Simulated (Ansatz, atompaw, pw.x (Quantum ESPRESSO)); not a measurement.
## tungsten (W) (fcc): variants of one PAW (atompaw) potential in the solid

```json
{
  "Element": "tungsten (W)",
  "Generator": "atompaw 4.2.0.5",
  "Type": "PAW",
  "Functional": "PBE",
  "Relativity": "scalar-relativistic",
  "Frozen core": "[Kr] 4d10 4f14",
  "Valence charge": "14",
  "Reference configuration": "5s2 5p6 5d4.5 6s1.5 6p0",
  "Partial waves": "5s (bound); 6s (bound); 5p (bound); 6p (bound, empty); 5d (bound); 5d channel at 0.6 Ry",
  "Local potential": "ultrasoft scheme with l = 3 at 0 Ry, radius 2.05 bohr",
  "Core correction": "smooth core density matched at 1.95 bohr",
  "Augmentation charge": "besselshape compensation charge, radius 2.20 bohr; PAW radius 2.90 bohr; waves and projectors: bloechl"
}
```

Crystal test: fcc W in pw.x 7.5, no spin, 14³ k-points, Fermi–Dirac smearing 0.01 Ry, cutoffs set for each file from its atomic test. The reference is all-electron LAPW (Ansatz 0.2.0) with the same functional, mesh and smearing; V0 and B0 come from Birch–Murnaghan fits to the pressures at five volumes. Errors are pseudo minus all-electron; Δ is the rms difference of the E(V) curves that follow from these fits, minima aligned, over ±6 % about the mean V0. Mesh and smearing are coarse, so the numbers serve the comparison and aren't converged zero-temperature values; the lattice is a test structure that the element need not adopt.

All-electron: a0 = 4.039 Å (V0 = 16.47 Å³/atom), B0 = 280.9 GPa.

Base: The largest radius (2.90 bohr) exceeds half the bond length (2.70 bohr), so the spheres overlap, which is one possible source of error among others.

1 further variants are left out: they gave no file fit for a test, a broken result, the same result as the base, or pressures whose basis-set error rivals the error shown.

| change | cutoffs (Ry) | pw.x | a0 (Å) | a0 error (%) | B0 error (%) | Δ (meV/atom) | mean pressure error (GPa) |
| --- | --- | --- | --- | --- | --- | --- | --- |
| base | 45/450 | converged | 4.037 | -0.06 | +0.6 | 1.9 | -0.52 |
| all radii scaled by about 0.92 (s 1.58, p 1.52, d 2.68 bohr); local potential ultrasoft scheme with l = 3 at 0 Ry, radius 1.90 bohr; augmentation besselshape compensation charge, radius 2.04 bohr; PAW radius 2.68 bohr; waves and projectors: bloechl; core correction smooth core density matched at 1.80 bohr | 45/450 | converged | 4.037 | -0.06 | +0.6 | 1.9 | -0.53 |
| all radii scaled by about 1.04 (s 1.76, p 1.72, d 3.02 bohr); local potential ultrasoft scheme with l = 3 at 0 Ry, radius 2.14 bohr; augmentation besselshape compensation charge, radius 2.28 bohr; PAW radius 3.02 bohr; waves and projectors: bloechl; core correction smooth core density matched at 2.02 bohr | 40/400 | converged | 4.037 | -0.06 | +0.7 | 1.9 | -0.53 |
| all radii scaled by about 1.26 (s 2.16, p 2.08, d 3.66 bohr); local potential ultrasoft scheme with l = 3 at 0 Ry, radius 2.60 bohr; augmentation besselshape compensation charge, radius 2.78 bohr; PAW radius 3.66 bohr; waves and projectors: bloechl; core correction smooth core density matched at 2.46 bohr | 40/400 | converged | 4.054 | +0.36 | +8.7 | 12.3 | +3.61 |

Question: Give the row for: all radii scaled by about 1.12 (s 1.90, p 1.84, d 3.24 bohr); local potential ultrasoft scheme with l = 3 at 0 Ry, radius 2.30 bohr; augmentation besselshape compensation charge, radius 2.46 bohr; PAW radius 3.24 bohr; waves and projectors: bloechl; core correction smooth core density matched at 2.18 bohr.

Answer: pw.x: converged; mean pressure error (GPa): -0.48; a0 (Å): 4.037; a0 error (%): -0.06; B0 error (%): +1.0; Δ (meV/atom): 1.7.
